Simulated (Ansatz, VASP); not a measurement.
SrTiO3 (Tausonite): VASP beside Ansatz

File INCAR:

```
SYSTEM = SrTiO3
PREC = Accurate
ENCUT = 520
EDIFF = 1E-6
ISMEAR = 0
SIGMA = 0.01
LREAL = .False.
LASPH = .True.
NELM = 60
ALGO = Normal
ISIF = 2
LWAVE = .False.
LCHARG = .True.
GGA = PE
LELF = .True.
LVHAR = .True.
NBANDS = 28
```

File KPOINTS:

```
regular mesh
0
Gamma
  6 6 6
  0 0 0
```

The input POSCAR:

```
SrTiO3
1.0
    3.8560608506      0.0000000000      0.0000000000
    0.0000000000      3.8560608506      0.0000000000
    0.0000000000      0.0000000000      3.8560608506
Sr Ti O
1 1 3
Direct
    0.5000000000      0.5000000000      0.5000000000
    0.0000000000      0.0000000000      0.0000000000
    0.5000000000      0.0000000000      0.0000000000
    0.0000000000      0.5000000000      0.0000000000
    0.0000000000      0.0000000000      0.5000000000
```

Input for Ansatz:

```yaml
crystal:
  lattice:
    - [3.8560608506, 0.0, 0.0]
    - [0.0, 3.8560608506, 0.0]
    - [0.0, 0.0, 3.8560608506]
  atoms:
    - { symbol: Sr, position: [0.5, 0.5, 0.5] }
    - { symbol: Ti, position: [0.0, 0.0, 0.0] }
    - { symbol: O, position: [0.5, 0.0, 0.0] }
    - { symbol: O, position: [0.0, 0.5, 0.0] }
    - { symbol: O, position: [0.0, 0.0, 0.5] }
kpoints:
  mp_grid: { grid: [6, 6, 6] }
hamiltonian:
  xc: pbe
scf:
  occupations: { method: fixed }
  n_extra_bands: 5
output:
  forces: true
  stress: true
  eigenvalues: true
```

Alike in both runs: task single point; functional PBE; k mesh 6 × 6 × 6; no spin polarisation.

```csv
,VASP,Ansatz
version,VASP 6.6.1,Ansatz 0.2.0
potentials or method,"VASP PAW PBE potentials, release 64 (Sr_sv, Ti_sv, O)","plane waves, PAW"
plane-wave cutoff (eV),520,420
occupations,"gaussian, width 0.01 eV",fixed
valence electrons in the cell,40,40
```

VASP gave:

- gap on the k mesh at the Fermi level (eV): 1.92
- pressure (GPa): 12.8

Question: What did Ansatz give for the same quantities?

Answer: gap on the k mesh at the Fermi level (eV): 1.96; pressure (GPa): 12.1.

A k mesh can miss the band edges. As with any semilocal functional, this PBE gap is likely too small.
